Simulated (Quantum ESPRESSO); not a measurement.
# C (P6_3/mmc) in Quantum ESPRESSO: convergence with density cutoff

Aim: find how far density cutoff must go before the results for C settle, at LDA. This setting moves, with any that are tied to it; all else stays.

The COD entry that gives the cell may itself be a prediction, so a difference from it is no test against experiment.

Everything below comes from runs of Quantum ESPRESSO 7.5. Logs are shortened: lines on timing, memory, paths and dates and some standing lists are left out, and cuts for length are marked.

### 1 The structure

Symmetry: P6_3/mmc, No. 194, hexagonal system. Conventional cell: a = 2.522 Å, b = 2.522 Å, c = 12.356 Å, α = 90.00°, β = 90.00°, γ = 120.00°. C (site symmetry 3m) is surrounded by 4 C at 1.54 Å. C (site symmetry 3m) has 4 C at 1.54 Å as nearest neighbours. C (site symmetry 3m) is surrounded by 4 C at 1.54 Å.

This is a hexagonal form of diamond, not graphite.

### 2 With density cutoff 180 Ry

File pw.in:

```
&CONTROL
  calculation = 'scf'
  prefix = 'pwscf'
  outdir = './tmp'
  pseudo_dir = './pseudo'
  tprnfor = .true.
  tstress = .true.
  disk_io = 'nowf'
/
&SYSTEM
  ibrav = 0
  nat = 12
  ntyp = 1
  ecutwfc = 45
  ecutrho = 180
  nbnd = 33
  occupations = 'smearing'
  smearing = 'mv'
  degauss = 0.00999582
/
&ELECTRONS
  conv_thr = 2.4d-09
  electron_maxstep = 120
  mixing_beta = 0.5
/
ATOMIC_SPECIES
C     12.0110 C.LDA_PW-JTH.UPF
CELL_PARAMETERS angstrom
   2.5221000000    0.0000000000    0.0000000000
  -1.2610500000    2.1842026709    0.0000000000
   0.0000000000    0.0000000000   12.3557000000
ATOMIC_POSITIONS crystal
C      0.6666666667    0.3333333333    0.3541700000
C      0.3333333333    0.6666666667    0.8541700000
C      0.6666666667    0.3333333333    0.1458300000
C      0.3333333333    0.6666666667    0.6458300000
C      0.6666666667    0.3333333333    0.4791700000
C      0.3333333333    0.6666666667    0.9791700000
C      0.6666666667    0.3333333333    0.0208300000
C      0.3333333333    0.6666666667    0.5208300000
C      0.0000000000    0.0000000000    0.8125000000
C      0.0000000000    0.0000000000    0.3125000000
C      0.0000000000    0.0000000000    0.6875000000
C      0.0000000000    0.0000000000    0.1875000000
K_POINTS automatic
12 12 3 0 0 0
```

Potentials or basis: JTH 2.0 LDA.

Run with:

```console
$ OMP_NUM_THREADS=1 pw.x -in pw.in > pw.out
```

pw.out:

```text
This program is part of the open-source Quantum ESPRESSO suite
     for quantum simulation of materials; please cite
         "P. Giannozzi et al., J. Phys.:Condens. Matter 21 395502 (2009);
         "P. Giannozzi et al., J. Phys.:Condens. Matter 29 465901 (2017);
         "P. Giannozzi et al., J. Chem. Phys. 152 154105 (2020);
     in publications or presentations arising from this work. More details at

     file C.LDA_PW-JTH.UPF: wavefunction(s)  0S 2P 0P renormalized
     Message from routine setup:
     using ibrav=0 with symmetry is DISCOURAGED, use correct ibrav instead

     G-vector sticks info
     --------------------
     sticks:   dense  smooth     PW     G-vecs:    dense   smooth      PW
     Sum         283     283     85                18741    18741    3357

     Using Slab Decomposition

     bravais-lattice index     =            0
     lattice parameter (alat)  =       4.7661  a.u.
     unit-cell volume          =     459.3241 (a.u.)^3
     number of atoms/cell      =           12
     number of atomic types    =            1
     number of electrons       =        48.00
     number of Kohn-Sham states=           33
     kinetic-energy cutoff     =      45.0000  Ry
     charge density cutoff     =     180.0000  Ry
     scf convergence threshold =      2.4E-09
     mixing beta               =       0.5000
     number of iterations used =            8  plain     mixing
     Exchange-correlation= SLA PW NOGX NOGC
                           (   1   4   0   0   0   0   0)

     celldm(1)=   4.766078  celldm(2)=   0.000000  celldm(3)=   0.000000
     celldm(4)=   0.000000  celldm(5)=   0.000000  celldm(6)=   0.000000

     crystal axes: (cart. coord. in units of alat)
               a(1) = (   1.000000   0.000000   0.000000 )
               a(2) = (  -0.500000   0.866025   0.000000 )
               a(3) = (   0.000000   0.000000   4.898973 )

     reciprocal axes: (cart. coord. in units 2 pi/alat)
               b(1) = (  1.000000  0.577350 -0.000000 )
               b(2) = (  0.000000  1.154701  0.000000 )
               b(3) = (  0.000000 -0.000000  0.204124 )

     PseudoPot. # 1 for C  read from file:
     C.LDA_PW-JTH.UPF
     Pseudo is Projector augmented-wave + core cor, Zval =  4.0
     Generated using ATOMPAW code
     Shape of augmentation charge: SINC**2
     Using radial grid of  920 points,  4 beta functions with:
                l(1) =   0
                l(2) =   0
                l(3) =   1
                l(4) =   1
     Q(r) pseudized with 0 coefficients

     atomic species   valence    mass     pseudopotential
     C                 4.00    12.01100     C ( 1.00)

     24 Sym. Ops., with inversion, found (12 have fractional translation)

   Cartesian axes

     site n.     atom                  positions (alat units)
         1        C      tau(   1) = (   0.5000000   0.2886751   1.7350693  )
         2        C      tau(   2) = (  -0.0000000   0.5773503   4.1845558  )
         3        C      tau(   3) = (   0.5000000   0.2886751   0.7144172  )
         4        C      tau(   4) = (  -0.0000000   0.5773503   3.1639038  )
         5        C      tau(   5) = (   0.5000000   0.2886751   2.3474409  )
         6        C      tau(   6) = (  -0.0000000   0.5773503   4.7969275  )
         7        C      tau(   7) = (   0.5000000   0.2886751   0.1020456  )
         8        C      tau(   8) = (  -0.0000000   0.5773503   2.5515321  )
         9        C      tau(   9) = (   0.0000000   0.0000000   3.9804156  )
        10        C      tau(  10) = (   0.0000000   0.0000000   1.5309291  )
        11        C      tau(  11) = (   0.0000000   0.0000000   3.3680440  )
        12        C      tau(  12) = (   0.0000000   0.0000000   0.9185575  )

     number of k points=    38  Marzari-Vanderbilt smearing, width (Ry)=  0.0100
                       cart. coord. in units 2pi/alat
        k(    1) = (   0.0000000   0.0000000   0.0000000), wk =   0.0046296
        k(    2) = (   0.0000000   0.0000000   0.0680415), wk =   0.0092593
        k(    3) = (   0.0000000   0.0962250   0.0000000), wk =   0.0277778
        k(    4) = (   0.0000000   0.0962250   0.0680415), wk =   0.0555556
        k(    5) = (   0.0000000   0.1924501   0.0000000), wk =   0.0277778
        k(    6) = (   0.0000000   0.1924501   0.0680415), wk =   0.0555556
[... 30 lines left out ...]
        k(   37) = (   0.3333333   0.5773503   0.0000000), wk =   0.0092593
        k(   38) = (   0.3333333   0.5773503   0.0680415), wk =   0.0185185

     Dense  grid:    18741 G-vectors     FFT dimensions: (  24,  24, 100)

     Check: negative core charge=   -0.000421

     Initial potential from superposition of free atoms

     starting charge      47.9996, renormalised to      48.0000
     Starting wfcs are   96 randomized atomic wfcs

     Self-consistent Calculation

     iteration #  1     ecut=    45.00 Ry     beta= 0.50
     Davidson diagonalization with overlap
     ethr =  1.00E-02,  avg # of iterations =  2.4

     total energy              =    -213.85726907 Ry
     estimated scf accuracy    <       0.73030110 Ry

     iteration #  2     ecut=    45.00 Ry     beta= 0.50
     Davidson diagonalization with overlap
     ethr =  1.52E-03,  avg # of iterations =  1.1
[... 4 lines left out ...]
     iteration #  3     ecut=    45.00 Ry     beta= 0.50
     Davidson diagonalization with overlap
     ethr =  2.05E-04,  avg # of iterations =  5.0

     total energy              =    -213.86012447 Ry
     estimated scf accuracy    <       0.00119812 Ry

     iteration #  4     ecut=    45.00 Ry     beta= 0.50
     Davidson diagonalization with overlap
     c_bands:  1 eigenvalues not converged
     c_bands:  1 eigenvalues not converged
     ethr =  2.50E-06,  avg # of iterations = 10.5

     total energy              =    -213.86028428 Ry
     estimated scf accuracy    <       0.00014227 Ry

     iteration #  5     ecut=    45.00 Ry     beta= 0.50
     Davidson diagonalization with overlap
     ethr =  2.96E-07,  avg # of iterations =  2.1

     total energy              =    -213.86030532 Ry
     estimated scf accuracy    <       0.00001050 Ry
[... 19 lines left out ...]
     total energy              =    -213.86030654 Ry
     estimated scf accuracy    <          4.0E-09 Ry

     iteration #  9     ecut=    45.00 Ry     beta= 0.50
     Davidson diagonalization with overlap
     ethr =  8.27E-12,  avg # of iterations =  2.3

     End of self-consistent calculation

          k = 0.0000 0.0000 0.0000 (  2317 PWs)   bands (ev):

    -8.2433  -7.4983  -7.4535  -5.2322  -5.2096  -2.3869  -0.2825   3.7689
     3.8115   9.3368   9.4122  10.2226  10.2226  10.6679  10.6679  10.8244
    10.8244  12.0451  12.0451  12.1883  12.1883  13.0177  13.1696  13.1696
    18.4207  18.4207  18.7832  19.4840  19.4840  19.9964  19.9964  20.1252
    20.6541

          k = 0.0000 0.0000 0.0680 (  2306 PWs)   bands (ev):
[... 81 lines left out ...]
    -4.0366  -3.7996  -2.8647  -2.2004  -0.6580  -0.0036   0.6551   1.0318
     1.4238   2.0083   3.4565   4.3465   4.6712   5.6183   7.0197   7.2424
     7.2726   7.7877   8.0862   8.6589   9.3287   9.6971   9.8504  10.2788
    17.6339  17.9013  18.7567  19.2350  19.5801  19.9357  20.7810  21.3304
    21.6873

          k = 0.0000-0.5774 0.0000 (  2350 PWs)   bands (ev):

    -2.7221  -2.6225  -2.0965  -1.6773  -1.2554  -0.6716   0.6568   0.7589
     0.8445   1.0046   3.0244   3.1659   5.2331   5.3081   6.7880   7.3236
     7.4342   7.4650   7.7299   8.8874   9.1223   9.1267   9.5479  10.2944
    17.6480  18.2157  18.3703  18.7275  19.9506  20.0652  20.1705  21.4596
    21.5200

          k = 0.0000-0.5774 0.0680 (  2340 PWs)   bands (ev):

    -2.6946  -2.6432  -2.0552  -1.8825  -0.9111  -0.5762   0.0153   0.2122
     1.6010   1.7844   2.5342   2.6892   5.6449   5.6759   6.8635   7.0717
     7.0869   7.2282   7.9336   8.5083   9.2429   9.5227   9.7034  10.1330
    17.7230  17.9380  18.7642  18.8719  19.3488  19.4243  20.8209  21.3624
    21.7470

          k = 0.0833 0.1443 0.0000 (  2313 PWs)   bands (ev):

    -7.7325  -6.9919  -6.9456  -4.7408  -4.7162  -1.9363   0.1877   4.1236
     4.1686   8.2212   8.4557   8.8459   9.0160   9.1800   9.3747   9.5896
     9.6926  10.4946  10.7534  10.8126  10.9285  11.8261  12.2196  12.4272
    18.7037  19.0891  19.4454  19.7586  19.8840  19.9948  20.7629  21.2639
    21.3942
[... 179 lines left out ...]
    -0.9966  -0.9966  -0.7700  -0.6994  -0.4614  -0.4614   1.4283   1.4283
     1.6043   1.9967   2.3766   2.3766   3.7408   3.7408   4.1099   4.8645
     5.0811   5.0811   7.2736   7.2736   7.5390   8.1380   8.4844   8.4844
    18.7966  18.7966  19.7568  20.7795  21.6253  21.6253  24.1584  24.2846
    24.2846

     the Fermi energy is    16.8327 ev

!    total energy              =    -213.86030654 Ry
     total all-electron energy =      -213.860307 Ry
     estimated scf accuracy    <          2.7E-10 Ry
     smearing contrib. (-TS)   =      -0.00000000 Ry
     internal energy E=F+TS    =    -213.86030654 Ry

     The total energy is F=E-TS. E is the sum of the following terms:
     one-electron contribution =      50.69035902 Ry
     hartree contribution      =      11.62170321 Ry
     xc contribution           =     -54.14432830 Ry
     ewald contribution        =    -153.37127174 Ry
     one-center paw contrib.   =     -68.65676872 Ry

     convergence has been achieved in   9 iterations

     Forces acting on atoms (cartesian axes, Ry/au):

     atom    1 type  1   force =     0.00000000    0.00000000    0.01221453
     atom    2 type  1   force =     0.00000000    0.00000000    0.01221453
     atom    3 type  1   force =     0.00000000    0.00000000   -0.01221453
     atom    4 type  1   force =    -0.00000000   -0.00000000   -0.01221453
     atom    5 type  1   force =     0.00000000    0.00000000   -0.00106397
     atom    6 type  1   force =    -0.00000000   -0.00000000   -0.00106397
     atom    7 type  1   force =    -0.00000000   -0.00000000    0.00106397
     atom    8 type  1   force =     0.00000000    0.00000000    0.00106397
     atom    9 type  1   force =     0.00000000   -0.00000000    0.01331075
     atom   10 type  1   force =    -0.00000000   -0.00000000    0.01331075
     atom   11 type  1   force =    -0.00000000   -0.00000000   -0.01331075
     atom   12 type  1   force =    -0.00000000   -0.00000000   -0.01331075

     Total force =     0.036194     Total SCF correction =     0.000023

     Computing stress (Cartesian axis) and pressure

          total   stress  (Ry/bohr**3)                   (kbar)     P=     -137.80
  -0.00112442  -0.00000000   0.00000000         -165.41       -0.00        0.00
  -0.00000000  -0.00112442   0.00000000           -0.00     -165.41        0.00
   0.00000000   0.00000000  -0.00056132            0.00        0.00      -82.57

=------------------------------------------------------------------------------=
   JOB DONE.
=------------------------------------------------------------------------------=
```

It took 34 s on 1 thread of Intel Xeon Platinum 8375C at 2.90GHz (Ice Lake), shared host; peak memory 0.1 GiB.

What came out:

- Free energy: -2909.7177 eV
- Pressure: -13.8 GPa
- Largest force: 0.342 eV/Å
- Band gap on the k mesh: 4.35 eV, indirect (least direct gap 5.25 eV)

### 3 With density cutoff 225 Ry

pw.in: that of step 2 with these lines changed.

```diff
@@ -14,3 +14,3 @@
   ecutwfc = 45
-  ecutrho = 180
+  ecutrho = 225
   nbnd = 33
```

Potentials or basis: JTH 2.0 LDA.

Run with:

```console
$ OMP_NUM_THREADS=1 pw.x -in pw.in > pw.out
```

It took 37 s on 1 thread of Intel Xeon Platinum 8375C at 2.90GHz (Ice Lake), shared host; peak memory 0.11 GiB.

What came out:

| Quantity | Value |
| --- | --- |
| Free energy | -2909.7024 eV |
| Pressure | -13.8 GPa |
| Largest force | 0.339 eV/Å |
| Band gap on the k mesh | 4.35 eV, indirect (least direct gap 5.25 eV) |

### 4 With density cutoff 270 Ry

pw.in: that of step 3 with these lines changed.

```diff
@@ -14,3 +14,3 @@
   ecutwfc = 45
-  ecutrho = 225
+  ecutrho = 270
   nbnd = 33
```

Run with:

```console
$ OMP_NUM_THREADS=1 pw.x -in pw.in > pw.out
```

It took 38 s on 1 thread of Intel Xeon Platinum 8375C at 2.90GHz (Ice Lake), shared host; peak memory 0.13 GiB.

What came out:

| Quantity | Value |
| --- | --- |
| Free energy | -2909.7026 eV |
| Pressure | -13.9 GPa |
| Largest force | 0.338 eV/Å |
| Band gap on the k mesh | 4.35 eV, indirect (least direct gap 5.25 eV) |

### 5 With density cutoff 315 Ry

pw.in: that of step 4 with these lines changed.

```diff
@@ -14,3 +14,3 @@
   ecutwfc = 45
-  ecutrho = 270
+  ecutrho = 315
   nbnd = 33
```

Run with:

```console
$ OMP_NUM_THREADS=1 pw.x -in pw.in > pw.out
```

Run time: 37 s. Hardware: 1 thread of Intel Xeon Platinum 8375C at 2.90GHz (Ice Lake), shared host; peak memory 0.14 GiB.

Results:

```yaml
Free_energy: -2909.7070 eV
Pressure: -13.9 GPa
Largest_force: 0.338 eV/Å
Band_gap_on_the_k_mesh: 4.35 eV, indirect (least direct gap 5.25 eV)
```

### 6 With density cutoff 360 Ry

pw.in: that of step 5 with these lines changed.

```diff
@@ -14,3 +14,3 @@
   ecutwfc = 45
-  ecutrho = 315
+  ecutrho = 360
   nbnd = 33
```

Potentials or basis: JTH 2.0 LDA.

Run with:

```console
$ OMP_NUM_THREADS=1 pw.x -in pw.in > pw.out
```

Run time: 37 s. Hardware: 1 thread of Intel Xeon Platinum 8375C at 2.90GHz (Ice Lake), shared host; peak memory 0.15 GiB.

Results (log left out):

```
Free energy            : -2909.7076 eV
Pressure               : -13.9 GPa
Largest force          : 0.338 eV/Å
Band gap on the k mesh : 4.35 eV, indirect (least direct gap 5.25 eV)
```

### 7 With density cutoff 450 Ry

pw.in: that of step 6 with these lines changed.

```diff
@@ -14,3 +14,3 @@
   ecutwfc = 45
-  ecutrho = 360
+  ecutrho = 450
   nbnd = 33
```

Run with:

```console
$ OMP_NUM_THREADS=1 pw.x -in pw.in > pw.out
```

It took 39 s on 1 thread of Intel Xeon Platinum 8375C at 2.90GHz (Ice Lake), shared host; peak memory 0.18 GiB.

Results (log left out):

```yaml
Free_energy: -2909.7066 eV
Pressure: -13.9 GPa
Largest_force: 0.338 eV/Å
Band_gap_on_the_k_mesh: 4.35 eV, indirect (least direct gap 5.25 eV)
```

### 8 With density cutoff 540 Ry

pw.in: that of step 7 with these lines changed.

```diff
@@ -14,3 +14,3 @@
   ecutwfc = 45
-  ecutrho = 450
+  ecutrho = 540
   nbnd = 33
```

Run with:

```console
$ OMP_NUM_THREADS=1 pw.x -in pw.in > pw.out
```

Wall time 41 s (1 thread of Intel Xeon Platinum 8375C at 2.90GHz (Ice Lake), shared host); peak memory 0.22 GiB.

The run converged. Its results:

| Property | Result |
| --- | --- |
| Free energy | -2909.7074 eV |
| Pressure | -13.9 GPa |
| Largest force | 0.338 eV/Å |
| Band gap on the k mesh | 4.35 eV, indirect (least direct gap 5.25 eV) |

### 9 With density cutoff 720 Ry

pw.in: that of step 8 with these lines changed.

```diff
@@ -14,3 +14,3 @@
   ecutwfc = 45
-  ecutrho = 540
+  ecutrho = 720
   nbnd = 33
```

Potentials or basis: JTH 2.0 LDA.

Run with:

```console
$ OMP_NUM_THREADS=1 pw.x -in pw.in > pw.out
```

Wall time 46 s (1 thread of Intel Xeon Platinum 8375C at 2.90GHz (Ice Lake), shared host); peak memory 0.29 GiB.

Results (log left out):

```yaml
Free_energy: -2909.7074 eV
Pressure: -13.9 GPa
Largest_force: 0.338 eV/Å
Band_gap_on_the_k_mesh: 4.35 eV, indirect (least direct gap 5.25 eV)
```

### 10 Summary

```
density cutoff  energy less the tightest run, at zero smearing (meV/atom)  pressure (GPa)  largest force (eV/Å)  SCF cycles  CPU time (s)  peak memory (GiB)
        180 Ry                                                      -0.86          -13.78                 0.342           9            34                0.1
        225 Ry                                                       0.42          -13.84                 0.339           9            37               0.11
        270 Ry                                                       0.40          -13.94                 0.338           9            38               0.13
        315 Ry                                                       0.03          -13.92                 0.338           9            37               0.14
        360 Ry                                                      -0.02          -13.89                 0.338           9            37               0.15
        450 Ry                                                       0.07          -13.90                 0.338           9            39               0.18
        540 Ry                                                       0.00          -13.90                 0.338           9            39               0.22
        720 Ry                                                       0.00          -13.90                 0.338           9            41               0.29
```

Against the tightest run, the energy stays within 1 meV/atom from 180 Ry on; the pressure stays within 0.1 GPa from 225 Ry on; the largest force stays within 0.005 eV/Å from 180 Ry on. The tightest run that finished is the yardstick and may itself not be fully converged.

Caveats: the cutoff is low for these files, which shifts pressure and relaxed volume; this smearing can shift energies of a crystal with a gap; an odd mesh through Γ misses points on the zone boundary, where band edges often lie.
